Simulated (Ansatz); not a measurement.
How far is PAW off for Rb?

```
CELL_PARAMETERS angstrom
4.62467 0.00000 0.00000
0.00000 4.62467 0.00000
0.00000 0.00000 4.62467
ATOMIC_POSITIONS crystal
Rb 0.00000 0.00000 0.00000
```

The structure comes from a relaxation in the same program, started in the sc type, and has space group Pm-3m. Whether it is a known phase or the ground state wasn't checked.

Methods: DFT, PBE, PAW with Ansatz's default frozen-core files, scalar-relativistic (Ansatz 0.2.0); DFT, PBE, all-electron LAPW, scalar-relativistic (Ansatz 0.2.0).

For PAW: a Γ-centred 10×10×10 k mesh, Fermi–Dirac smearing of 0.08 eV, cutoff 420 eV, no spin polarisation. LAPW targets a basis error of 0.5 meV/atom. The Ansatz runs share mesh, smearing and spin set-up. Plane-wave (PAW) pressures include the program's estimate of the Pulay term.

Stress and pressure are positive in compression.

Levels count from the Fermi level.

PAW results:

```tsv
quantity	PAW
pressure (GPa)	0.00
highest filled level at Γ (eV)	-1.874
lowest empty level at Γ (eV)	2.320
highest filled level at X (eV)	-0.170
lowest empty level at X (eV)	0.308
highest filled level at R (eV)	-13.211
lowest empty level at R (eV)	1.818
```

What does LAPW (all electrons) give for the same quantities?


```
                      quantity     LAPW
                pressure (GPa)     0.00
highest filled level at Γ (eV)   -1.874
  lowest empty level at Γ (eV)    2.320
highest filled level at X (eV)   -0.170
  lowest empty level at X (eV)    0.308
highest filled level at R (eV)  -13.211
  lowest empty level at R (eV)    1.818
```
